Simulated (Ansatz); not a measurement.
An Ansatz (an electronic-structure program) input (PBEsol (Ansatz, PAW, no spin-orbit coupling)):

Ansatz 0.2 input:
```yaml
crystal:
  lattice:
    - [0, 2.493296955, 2.493296955]
    - [2.493296955, 0, 2.493296955]
    - [2.493296955, 2.493296955, 0]
  atoms:
    - { symbol: N, position: [0.75, 0.75, 0.75] }
    - { symbol: In, position: [0, 0, 0] }
basis: { ecutwfc: 420, ecutrho_ratio: 4, xc_grid: 2, fft_grid_basis: typed }
kpoints: { mp_grid: { grid: [11, 11, 11] } }
hamiltonian:
  xc: pbesol
  dispersion: none
  pseudopotentials: { kind: paw }
scf: { occupations: { method: fermi_dirac, width: 0.05 }, convergence: { dr2_threshold: 0.0000000002 } }
output: { forces: true, stress: true }
```

Which symmetry and how many k-points will the program report, and about how many plane waves at Γ?

Space group F-43m (ITA 216) with 24 operations, k-points 56 of 1331, and 609 plane waves at Γ.

Stability against distortions was not tested. The final runs are not spin-polarised. The cell is InN in the zinc blende structure (space group F-43m, No. 216). This is not the structure that InN has at room temperature and ambient pressure.
